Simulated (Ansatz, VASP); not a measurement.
# K in VASP and in Ansatz

```
K
1.0
     3.70100   -5.52400    0.00000
     3.70100    5.52400    0.00000
     0.00000    0.00000    8.36700
K
5
Direct
  0.50000 0.00000 0.25000
  0.00000 0.50000 0.75000
  0.00000 0.50000 0.25000
  0.50000 0.00000 0.75000
  0.00000 0.00000 0.00000
```

Alike in both runs: task single point; functional PBE; k mesh 6 × 6 × 4; occupations gaussian, width 0.1 eV; no spin polarisation.

|  | VASP | Ansatz |
| --- | --- | --- |
| version | VASP 6.6.1 | Ansatz 0.2.0 |
| potentials or method | VASP PAW PBE potentials, release 64 (K_sv) | scalar-relativistic, plane waves, PAW |
| plane-wave cutoff (eV) | 520 | 420 |
| valence electrons in the cell | 45 | 45 |

VASP gave:

| Item | Value |
| --- | --- |
| gap on the k mesh at the Fermi level (eV) | none |
| pressure (GPa) | 1.4 |
| largest component of the traceless stress (GPa) | 0.92 |
| rms of the force components (eV/Å) | 0.123 |

Q: Estimate Ansatz's values.

A: gap on the k mesh at the Fermi level (eV): none; pressure (GPa): 1.4; largest component of the traceless stress (GPa): 0.91; rms of the force components (eV/Å): 0.123.

Atom by atom the forces differ by 0.000 eV/Å (rms over components). A gap of «none» marks a metal or a gap that the smearing closes.

Caveats: the cell's inner coordinates are idealised or old, which leaves forces on the atoms.
